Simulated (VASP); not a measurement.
# GaSb (F-43m) in VASP: notebook

The runs below take GaSb through relaxation of the atoms, with r2SCAN.

Everything below comes from runs of VASP 6.6.1. Logs are shortened: lines on timing, memory, paths and dates and some standing lists are left out, and cuts for length are marked.

**Measured values to compare with.**

A printed reference work, data compilation reports, for a bulk crystal of GaSb at 4.2 K: band gap 0.811 eV (direct).

The results are compared with them further down.

## Step 1: The crystal as given

The structure is cubic, space group F-43m (No. 216). Conventional cell: a = 6.134 Å, b = 6.134 Å, c = 6.134 Å, α = 90.00°, β = 90.00°, γ = 90.00°. Ga (site symmetry -43m) is surrounded by 4 Sb at 2.66 Å. Sb (site symmetry -43m) is surrounded by 4 Ga at 2.66 Å.

## Step 2: Relaxation of the atoms, r2SCAN (a relaxed cell with its volume scaled by 0.94)

Input file INCAR:

```
SYSTEM = GaSb
PREC = Accurate
ENCUT = 600
EDIFF = 1E-7
ISMEAR = 0
SIGMA = 0.03
LREAL = .False.
LASPH = .True.
NELM = 80
ALGO = Normal
ISIF = 2
LWAVE = .False.
LCHARG = .False.
METAGGA = R2SCAN
LMIXTAU = .True.
IBRION = 2
NSW = 40
EDIFFG = -0.01
```

Input file KPOINTS:

```
Automatic mesh
0
Gamma
  10 10 10
  0 0 0
```

Input file POSCAR:

```
GaSb                                    
1.0
    0.0000000000      3.0044231335      3.0044231335
    3.0044231335      0.0000000000      3.0044231335
    3.0044231335      3.0044231335      0.0000000000
  Ga              Sb            
     1     1
Direct
     0.0000000000000000    0.0000000000000000    0.0000000000000000
     0.2500000000000000    0.2500000000000000    0.2500000000000000
```

Potentials or basis: VASP PAW PBE potentials, release 64 (Ga_d, Sb).

Launch:

```console
> cat potpaw_PBE.64/Ga_d/POTCAR potpaw_PBE.64/Sb/POTCAR > POTCAR
> mpirun -np 1 vasp_std > vasp.out
```

OUTCAR:

```text
SYSTEM = GaSb
   PREC = Accurate
   ENCUT = 600
   EDIFF = 1E-7
   ISMEAR = 0
   LREAL = .False.
   LASPH = .True.
   NELM = 80
   ISIF = 2
   METAGGA = R2SCAN
   IBRION = 2
   NSW = 40
   EDIFFG = -0.01

 ion  position               nearest neighbor table
   1  0.000  0.000  0.000-   2 2.60   2 2.60   2 2.60   2 2.60
   2  0.250  0.250  0.250-   1 2.60   1 2.60   1 2.60   1 2.60

  LATTYP: Found a face centered cubic cell.
 ALAT       =     6.0088462670

  Lattice vectors:

 A1 = (   0.0000000000,   3.0044231335,   3.0044231335)
 A2 = (   3.0044231335,   0.0000000000,   3.0044231335)
 A3 = (   3.0044231335,   3.0044231335,   0.0000000000)

Analysis of symmetry for initial positions (statically):
=====================================================================
 Subroutine PRICEL returns:
 Original cell was already a primitive cell.

 Routine SETGRP: Setting up the symmetry group for a
 face centered cubic supercell.

 Subroutine GETGRP returns: Found 24 space group operations
 (whereof 24 operations were pure point group operations)
 out of a pool of 48 trial point group operations.

The static configuration has the point symmetry T_d .

Analysis of symmetry for dynamics (positions and initial velocities):
=====================================================================
 Subroutine PRICEL returns:
 Original cell was already a primitive cell.

 Routine SETGRP: Setting up the symmetry group for a
 face centered cubic supercell.

 Subroutine GETGRP returns: Found 24 space group operations
 (whereof 24 operations were pure point group operations)
 out of a pool of 48 trial point group operations.

The dynamic configuration has the point symmetry T_d .

 Subroutine INISYM returns: Found 24 space group operations
 (whereof 24 operations are pure point group operations),
 and found     1 'primitive' translations

----------------------------------------------------------------------------------------

                                     Primitive cell

  volume of cell :      54.2392

  direct lattice vectors                    reciprocal lattice vectors
     0.000000000  3.004423134  3.004423134    -0.166421299  0.166421299  0.166421299
     3.004423134  0.000000000  3.004423134     0.166421299 -0.166421299  0.166421299
     3.004423134  3.004423134  0.000000000     0.166421299  0.166421299 -0.166421299

  length of vectors
     4.248895943  4.248895943  4.248895943     0.288250145  0.288250145  0.288250145

  position of ions in fractional coordinates (direct lattice)
     0.000000000  0.000000000  0.000000000
     0.250000000  0.250000000  0.250000000

  ion indices of the primitive-cell ions
   primitive index   ion index
                 1           1
                 2           2

----------------------------------------------------------------------------------------

 KPOINTS: Automatic mesh

Automatic generation of k-mesh.
 Grid dimensions read from file:
 generate k-points for:   10   10   10

 Generating k-lattice:

  Cartesian coordinates                     Fractional coordinates (reciprocal lattice)
    -0.016642130  0.016642130  0.016642130     0.100000000  0.000000000  0.000000000
     0.016642130 -0.016642130  0.016642130     0.000000000  0.100000000  0.000000000
     0.016642130  0.016642130 -0.016642130     0.000000000  0.000000000  0.100000000

  Length of vectors
     0.028825014  0.028825014  0.028825014

  Shift w.r.t. Gamma in fractional coordinates (k-lattice)
     0.000000000  0.000000000  0.000000000

 Subroutine IBZKPT returns following result:
 ===========================================

 Found     47 irreducible k-points:

 Following reciprocal coordinates:
            Coordinates               Weight
  0.000000  0.000000  0.000000      1.000000
  0.100000  0.000000  0.000000      8.000000
  0.200000  0.000000  0.000000      8.000000
  0.300000  0.000000  0.000000      8.000000
  0.400000  0.000000  0.000000      8.000000
  0.500000  0.000000  0.000000      4.000000
[... 16 lines left out ...]
  0.300000  0.300000  0.000000      6.000000
  0.400000  0.300000  0.000000     24.000000
 [... further k-points ...]
   k-points           NKPTS =     47   k-points in BZ     NKDIM =     47   number of bands    NBANDS=     13
   number of dos      NEDOS =    301   number of ions     NIONS =      2
   total plane-waves  NPLWV =  46656
   dimension x,y,z NGX =    36 NGY =   36 NGZ =   36
   dimension x,y,z NGXF=    72 NGYF=   72 NGZF=   72
   ions per type =               1   1
   NGX,Y,Z   is equivalent  to a cutoff of  14.09, 14.09, 14.09 a.u.
   NGXF,Y,Z  is equivalent  to a cutoff of  28.17, 28.17, 28.17 a.u.
 SYSTEM =  GaSb
   PREC   = accura    normal or accurate (medium, high low for compatibility)
   ISTART =      0    job   : 0-new  1-cont  2-samecut
   ICHARG =      2    charge: 1-file 2-atom 10-const
   ISPIN  =      1    spin polarized calculation?
   LNONCOLLINEAR =      F non collinear calculations
   LSORBIT =      F    spin-orbit coupling
   LASPH  =      T    aspherical Exc in radial PAW
   ENCUT  =  600.0 eV  44.10 Ry    6.64 a.u.   8.49  8.49  8.49*2*pi/ulx,y,z
   NELM   =     80;   NELMIN=  2; NELMDL= -5     # of ELM steps
   EDIFF  = 0.1E-06   stopping-criterion for ELM
   LREAL  =      F    real-space projection
   EDIFFG = -.1E-01   stopping-criterion for IOM
   NSW    =     40    number of steps for IOM
   IBRION =      2    ionic relax: 0-MD 1-quasi-New 2-CG
   NFREE  =      1    steps in history (QN), initial steepest desc. (CG)
   ISIF   =      2    stress and relaxation
   ISYM   =      2    0-nonsym 1-usesym 2-fastsym
   POTIM  = 0.5000    time-step for ionic-motion
   TEBEG  =    0.0;   TEEND  =   0.0 temperature during run
   PSTRESS=    0.0 pullay stress
   NELECT =      18.0000    total number of electrons
   NUPDOWN=      -1.0000    fix difference up-down
   EMIN   =  10.00;   EMAX   =-10.00  energy-range for DOS
   EFERMI =   0.00;   METHOD = LEGACY
   ISMEAR =     0;   SIGMA  =   0.03  broadening in eV -4-tet -1-fermi 0-gaus
   EFERMI_NEDOS =   21; number of points for ismear=-14 and -15
   IALGO  =     38    algorithm
   IMIX   =      4    mixing-type and parameters
     AMIX     =   0.40;   BMIX     =  1.00
     AMIX_MAG =   1.60;   BMIX_MAG =  1.00
  volume/ion in A,a.u.               =      27.12       183.01
  Fermi-wavevector in a.u.,A,eV,Ry     =   1.133430  2.141871 17.478898  1.284663
  Thomas-Fermi vector in A             =   2.270132
   LORBIT       =      0    0 simple, 1 ext, 2 COOP (PROOUT), +10 PAW based schemes
   METAGGA = R2SCAN    functional components
   LHFCALC =     F    Hartree Fock is set to
   AEXX    =    0.0000 exact exchange contribution
   IVDW    =     0    specifies the selected vdW correction
   LEPSILON=     F    determine dielectric tensor
   LRPA    =     F    only Hartree local field effects (RPA)
 conjugate gradient relaxation of ions
 non-spin polarized calculation
 Gauss-broadening in eV      SIGMA  =   0.03
  energy-cutoff  :      600.00
  volume of cell :       54.24
 maximum number of plane-waves:      1837
 NGX is ok and might be reduce to    36
   NGX = 17   NGY = 17   NGZ = 17

 number of electron      18.0000001 magnetization

 Free energy of the ion-electron system (eV)
  ---------------------------------------------------
  ext. energy  EPLUGINS =         0.00000000
  ---------------------------------------------------
  free energy    TOTEN  =       -37.56584018 eV

  energy without entropy =      -37.56584018  energy(sigma->0) =      -37.56584018

 E-fermi :   5.4007     XC(G=0):  -9.9751

 val. band max:        5.2617761658   @ k =   0.0000   0.0000   0.0000
 cond. band min:       6.0744511652   @ k =   0.5000   0.0000   0.0000
 fundamental gap:      0.8126749994
 Fermi energy:         5.4007340380

 k-point     1 :       0.0000    0.0000    0.0000
  band No.  band energies     occupation
      1     -10.3518      2.00000
      2     -10.3518      2.00000
      3     -10.3518      2.00000
      4     -10.2851      2.00000
      5     -10.2851      2.00000
      6      -7.0765      2.00000
      7       5.2617      2.00000
      8       5.2618      2.00000
      9       5.2618      2.00000
     10       6.1298      0.00000
     11       8.2176      0.00000
     12       8.2177      0.00000
     13       8.2177      0.00000

 k-point     2 :       0.1000    0.0000    0.0000
  band No.  band energies     occupation
      1     -10.3555      2.00000
      2     -10.3502      2.00000
      3     -10.3502      2.00000
      4     -10.2853      2.00000
      5     -10.2853      2.00000
      6      -6.9606      2.00000
      7       3.7829      2.00000
      8       5.0639      2.00000
      9       5.0639      2.00000
     10       6.7946      0.00000
     11       8.4848      0.00000
     12       8.4849      0.00000
     13       8.7820      0.00000

 k-point     3 :       0.2000    0.0000    0.0000
  band No.  band energies     occupation
      1     -10.3652      2.00000
      2     -10.3462      2.00000
      3     -10.3462      2.00000
      4     -10.2857      2.00000
      5     -10.2857      2.00000
      6      -6.6225      2.00000
      7       1.9191      2.00000
      8       4.6614      2.00000
      9       4.6614      2.00000
     10       6.6589      0.00000
     11       8.9900      0.00000
     12       8.9901      0.00000
     13      10.3186      0.00000

 k-point     4 :       0.3000    0.0000    0.0000
  band No.  band energies     occupation
      1     -10.3768      2.00000
      2     -10.3418      2.00000
      3     -10.3418      2.00000
      4     -10.2857      2.00000
      5     -10.2857      2.00000
      6      -6.1007      2.00000
      7       0.2365      2.00000
      8       4.2862      2.00000
      9       4.2863      2.00000
     10       6.3571      0.00000
     11       9.2778      0.00000
     12       9.2778      0.00000
     13      11.9852      0.00000

 k-point     5 :       0.4000    0.0000    0.0000
  band No.  band energies     occupation
      1     -10.3859      2.00000
      2     -10.3386      2.00000
      3     -10.3386      2.00000
      4     -10.2852      2.00000
      5     -10.2852      2.00000
      6      -5.5147      2.00000
      7      -1.0656      2.00000
      8       4.0381      2.00000
      9       4.0382      2.00000
     10       6.1470      0.00000
     11       9.2936      0.00000
     12       9.2937      0.00000
     13      12.2735      0.00000
[... 257 lines left out ...]
 k-point    22 :      -0.2000    0.2000    0.0000
  band No.  band energies     occupation
      1     -10.3812      2.00000
      2     -10.3400      2.00000
      3     -10.3376      2.00000
      4     -10.2877      2.00000
      5     -10.2852      2.00000
      6      -5.9164      2.00000
      7       0.3484      2.00000
      8       2.3965      2.00000
      9       4.3491      2.00000
     10       7.6817      0.00000
     11       9.5010      0.00000
     12       9.8099      0.00000
     13      10.5641      0.00000

 k-point    23 :       0.3000    0.3000    0.0000
  band No.  band energies     occupation
      1     -10.3926      2.00000
      2     -10.3306      2.00000
      3     -10.3306      2.00000
      4     -10.2951      2.00000
      5     -10.2817      2.00000
      6      -5.7393      2.00000
      7       0.2710      2.00000
      8       3.0203      2.00000
      9       3.0203      2.00000
     10       6.4552      0.00000
     11       7.9394      0.00000
     12      12.1376      0.00000
     13      12.1377      0.00000

 k-point    24 :       0.4000    0.3000    0.0000
  band No.  band energies     occupation
      1     -10.3993      2.00000
      2     -10.3272      2.00000
      3     -10.3266      2.00000
      4     -10.2966      2.00000
      5     -10.2813      2.00000
      6      -5.2476      2.00000
      7      -0.6183      2.00000
      8       2.4617      2.00000
      9       2.7982      2.00000
     10       6.6587      0.00000
     11       7.8207      0.00000
     12      12.1149      0.00000
     13      12.5932      0.00000

 [... further k-points ...]

------------------------ aborting loop because EDIFF is reached ----------------------------------------

  FORCE on cell =-STRESS in cart. coord.  units (eV):
  Direction    XX          YY          ZZ          XY          YZ          ZX
  --------------------------------------------------------------------------------------
  -------------------------------------------------------------------------------------
  Total        1.3063173      1.3063173      1.3063173     -0.0000000      0.0000000      0.0000000
  in kB       38.5874412     38.5874412     38.5874412     -0.0000000      0.0000000      0.0000000
  external PRESSURE =      38.5874412 kB  Pullay stress =       0.0000000 kB

 VOLUME and BASIS-vectors are now :
 -----------------------------------------------------------------------------
  energy-cutoff  :      600.00
  volume of cell :       54.24
      direct lattice vectors                 reciprocal lattice vectors
     0.000000000  3.004423134  3.004423134    -0.166421299  0.166421299  0.166421299
     3.004423134  0.000000000  3.004423134     0.166421299 -0.166421299  0.166421299
     3.004423134  3.004423134  0.000000000     0.166421299  0.166421299 -0.166421299

 POSITION                                       TOTAL-FORCE (eV/Angst)
 -----------------------------------------------------------------------------------
      0.00000      0.00000      0.00000        -0.000000      0.000000     -0.000000
      1.50221      1.50221      1.50221         0.000000     -0.000000      0.000000
 -----------------------------------------------------------------------------------
    total drift:                                0.000008      0.000008      0.000008

  FREE ENERGIE OF THE ION-ELECTRON SYSTEM (eV)
  ---------------------------------------------------
  free  energy   TOTEN  =       -37.5658401814 eV

  energy  without entropy=      -37.5658401814  energy(sigma->0) =      -37.56584018

 reached required accuracy - stopping structural energy minimisation
```

Run time: 1.8 min. Hardware: 1 thread of Intel Xeon 6975P-C (Granite Rapids), shared host; peak memory 0.24 GiB.

Results:

```
Free energy             : -37.5658 eV
Pressure after relaxing : 3.9 GPa
Band gap on the k mesh  : 0.81 eV, indirect (least direct gap 0.87 eV)
```

Final structure:
```
CELL_PARAMETERS angstrom
0.00000 3.00442 3.00442
3.00442 0.00000 3.00442
3.00442 3.00442 0.00000
ATOMIC_POSITIONS crystal
Ga 0.00000 0.00000 0.00000
Sb 0.25000 0.25000 0.25000
```

Levels at points of the mesh, in eV from the valence-band top:
| k point | band 6 | band 7 | band 8 | band 9 | band 10 | band 11 | band 12 | band 13 |
| --- | --- | --- | --- | --- | --- | --- | --- | --- |
| (0.00, 0.00, 0.00) | -12.34 | 0.00 | 0.00 | 0.00 | 0.87 | 2.96 | 2.96 | 2.96 |
| (0.50, 0.00, 0.00) | -10.47 | -6.88 | -1.31 | -1.31 | 0.81 | 4.00 | 4.00 | 6.90 |
| (0.50, 0.50, 0.00) | -9.49 | -7.32 | -2.90 | -2.90 | 1.06 | 1.37 | 9.63 | 9.63 |

Caveat: the relaxation stopped at its first step, so nothing moved; the PAW data sets were made with another functional, which shifts forces and pressure a little; spin-orbit coupling is left out, which moves the levels of the heavy elements.

(Continued in part 2 of 2.)
